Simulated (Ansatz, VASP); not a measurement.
# Two plane-wave programs on PbS

INCAR

```
SYSTEM = PbS
PREC = Accurate
ENCUT = 520
EDIFF = 1E-6
ISMEAR = 0
SIGMA = 0.1
LREAL = .FALSE.
LASPH = .TRUE.
NELM = 60
ALGO = Normal
ISIF = 2
LWAVE = .FALSE.
LCHARG = .FALSE.
GGA = PE
NBANDS = 17
```

The input KPOINTS:

```
regular mesh
0
G
  6 6 4
  0 0 0
```

File POSCAR:

```
PbS
1.0
    4.0896976867      0.0000000000      0.0000000000
   -2.0448488433      3.5417820905      0.0000000000
    0.0000000000      0.0000000000      3.7881670000
Pb S
1 1
Direct
   -0.0936579173     -0.0466198013     -0.0550047653
    0.6718598889      0.2711846222      0.5488652925
```

Input for Ansatz:

```yaml
crystal:
  lattice:
    - [4.0896976867, 0.0, 0.0]
    - [-2.0448488433, 3.5417820905, 0.0]
    - [0.0, 0.0, 3.788167]
  atoms:
    - { symbol: Pb, position: [-0.0936579173, -0.0466198013, -0.0550047653] }
    - { symbol: S, position: [0.6718598889, 0.2711846222, 0.5488652925] }
basis:
  ecutwfc: 420
kpoints:
  mp_grid: { grid: [6, 6, 4] }
hamiltonian:
  xc: pbe
scf:
  occupations: { method: gaussian, width: 0.1 }
  max_iter: 83
output:
  forces: true
  stress: true
  eigenvalues: true
```

Alike in both runs: task single point; functional PBE; k mesh 6 × 6 × 4; occupations gaussian, width 0.1 eV; no spin polarisation.

|  | VASP | Ansatz |
| --- | --- | --- |
| version | VASP 6.6.1 | Ansatz 0.2.0 |
| potentials or method | VASP PAW PBE potentials, release 64 (Pb_d, S) | scalar-relativistic, plane waves, PAW |
| plane-wave cutoff (eV) | 520 | 420 |
| valence electrons in the cell | 20 | 20 |

```tsv
	VASP	Ansatz	Ansatz less VASP
gap on the k mesh at the Fermi level (eV)	0.30	0.30	+0.001
least direct gap on the mesh (eV)	1.59	1.59	+0.002
pressure (GPa)	5.7	5.8	+0.08
largest component of the traceless stress (GPa)	5.25	5.27	+0.017
rms of the force components (eV/Å)	1.001	1.004	+0.0030
```

Atom by atom the forces differ by 0.003 eV/Å (rms over components).

Caveats: spin-orbit coupling is left out, which as a rule narrows the gap of such compounds by several tenths of an eV; forces of over 1 eV/Å show positions far from the minimum, so gaps and moduli don't describe the material at rest.
